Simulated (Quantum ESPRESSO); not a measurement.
**LiCl: phonon spectrum and thermodynamics under several settings**

```
Cl Li
1.0
     0.00000    2.56477    2.56477
     2.56477    0.00000    2.56477
     2.56477    2.56477    0.00000
Cl Li
1 1
Direct
  0.50000 0.50000 0.50000
  0.00000 0.00000 0.00000
```

All runs used Quantum ESPRESSO 7.5; k mesh 4 × 4 × 4, shifted; relaxed cell; no spin polarisation; cutoff 1007 eV; occupations smeared at first, fixed for the response; q mesh 2 × 2 × 2.

```tsv
level	potentials	volume (Å³/atom)	highest frequency (cm⁻¹)	zero-point energy (meV/atom)	entropy at room temperature (k_B/atom)
LDA	PseudoDojo 0.4.1 SR LDA standard	15.29	418	39.5	3.31
PBE	PseudoDojo 0.4.1 SR PBE standard	?	?	?	?
```

Problem. What stands in the row left open?

Solution. Volume 17.07 Å³/atom; highest frequency 388 cm⁻¹; zero-point energy 34.0 meV/atom; entropy at room temperature 3.72 k_B/atom.

For the row left open. Caveat: the q mesh is small, so phonon branches between its points and thermal values are rough.
